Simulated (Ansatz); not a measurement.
## TePb: levels along high-symmetry lines

```
Te Pb
1.0
     4.00229    0.00000    0.00000
     0.00000    4.00229    0.00000
     0.00000    0.00000    4.00229
Te Pb
1 1
Cartesian
  2.0011 2.0011 2.0011
  0.0000 0.0000 0.0000
```

Atoms are numbered in the order listed.

Structure from Materials Project entry mp-20943 (possibly hypothetical), not relaxed further.

Spin–orbit coupling is left out, though it moves levels of the heavy atoms by tenths of an eV or more.

All numbers below come from Ansatz 0.2.0, DFT, PBE, all-electron LAPW, scalar-relativistic.

Settings: a Γ-centred 10×10×10 k mesh, Fermi–Dirac smearing of 0.08 eV, basis error target 1 meV/atom, no spin polarisation.

Points in fractions of the reciprocal vectors of this cell: Γ (0, 0, 0), X (0, 0.5, 0), M (0.5, 0.5, 0), R (0.5, 0.5, 0.5). The path joins them by straight lines in the order Γ–X–M–Γ–R–X–R–M; legs that retrace an earlier one aren't tabulated. Energies are in eV from the Fermi level.

(1) Metal or insulator at this level of theory?

(2) Tabulate bands 26 to 33, counted from the lowest band of the run, along the path.

Results:

(1) No gap opens: metallic or semimetallic.

(2) 
```csv
k (1/Å),point,band 26,band 27,band 28,band 29,band 30,band 31,band 32,band 33
0.00,Γ,-12.10,-6.69,-1.50,-1.50,-1.50,4.09,4.09,5.32
0.11,,-12.05,-6.78,-1.55,-1.46,-1.46,4.13,4.26,5.09
0.22,,-11.93,-7.03,-1.63,-1.32,-1.32,3.96,4.24,4.80
0.34,,-11.74,-7.41,-1.64,-1.10,-1.10,3.10,4.26,4.26
0.45,,-11.48,-7.88,-1.53,-0.82,-0.82,2.19,3.65,3.65
0.56,,-11.18,-8.37,-1.29,-0.50,-0.50,1.34,3.05,3.05
0.67,,-10.90,-8.79,-0.94,-0.22,-0.22,0.63,2.59,2.59
0.78,X,-10.77,-8.96,-0.70,-0.10,-0.10,0.27,2.41,2.41
0.90,,-10.74,-8.92,-0.94,-0.82,-0.08,0.93,2.45,2.50
1.01,,-10.65,-8.80,-1.70,-1.53,-0.03,1.63,2.58,2.70
1.12,,-10.52,-8.62,-2.53,-2.27,0.04,2.23,2.78,2.95
1.23,,-10.36,-8.38,-3.25,-3.02,0.12,2.75,3.03,3.22
1.35,,-10.21,-8.12,-3.82,-3.67,0.20,3.23,3.30,3.48
1.46,,-10.09,-7.90,-4.19,-4.14,0.26,3.51,3.61,3.69
1.57,M,-10.05,-7.81,-4.32,-4.32,0.28,3.60,3.78,3.78
1.73,,-10.14,-7.96,-4.22,-3.83,0.23,3.29,3.45,3.84
1.89,,-10.45,-8.10,-3.94,-2.67,0.04,2.40,3.29,4.00
2.05,,-10.92,-7.98,-3.50,-1.25,-0.32,1.57,3.42,4.25
2.20,,-11.40,-7.66,-2.93,-0.76,-0.32,1.49,3.87,4.51
2.36,,-11.78,-7.23,-2.29,-1.15,-0.73,2.88,4.48,4.66
2.52,,-12.01,-6.85,-1.74,-1.41,-1.27,4.18,4.38,4.64
2.68,Γ,-12.10,-6.69,-1.50,-1.50,-1.50,4.09,4.09,5.32
2.87,,-11.97,-6.92,-1.69,-1.69,-1.01,4.19,4.39,4.39
3.07,,-11.62,-7.37,-2.10,-2.10,-0.01,2.52,4.12,4.12
3.26,,-11.08,-7.74,-2.50,-2.50,-0.49,2.78,2.96,2.96
3.46,,-10.46,-7.84,-2.73,-2.73,-1.83,1.63,1.63,3.54
3.65,,-9.98,-7.59,-2.75,-2.75,-2.74,0.42,0.42,2.19
3.85,,-9.74,-7.21,-2.85,-2.57,-2.57,-0.53,-0.53,0.23
4.04,R,-9.67,-7.06,-2.41,-2.41,-2.41,-0.96,-0.96,-0.96
4.20,,-9.71,-7.16,-2.77,-2.72,-2.33,-0.85,-0.36,-0.22
4.36,,-9.85,-7.45,-3.07,-3.04,-2.11,-0.54,0.81,1.19
4.52,,-10.06,-7.86,-3.04,-2.99,-1.75,-0.05,2.04,2.78
4.67,,-10.31,-8.30,-2.68,-2.56,-1.27,0.61,2.82,4.09
4.83,,-10.54,-8.65,-2.00,-1.88,-0.75,1.37,2.45,3.97
4.99,,-10.71,-8.88,-1.12,-1.07,-0.29,1.34,2.08,2.96
5.15,X,-10.77,-8.96,-0.70,-0.10,-0.10,0.27,2.41,2.41
6.26,R,-9.67,-7.06,-2.41,-2.41,-2.41,-0.96,-0.96,-0.96
6.37,,-9.69,-7.11,-2.65,-2.65,-2.31,-0.80,-0.63,-0.63
6.48,,-9.75,-7.24,-3.09,-3.09,-2.02,-0.36,0.06,0.06
6.60,,-9.83,-7.40,-3.51,-3.51,-1.57,0.33,0.88,0.88
6.71,,-9.91,-7.56,-3.85,-3.85,-1.01,1.20,1.78,1.78
6.82,,-9.98,-7.70,-4.11,-4.11,-0.42,2.18,2.67,2.67
6.93,,-10.03,-7.78,-4.26,-4.26,0.07,3.12,3.44,3.44
7.04,M,-10.05,-7.81,-4.32,-4.32,0.28,3.60,3.78,3.78
```
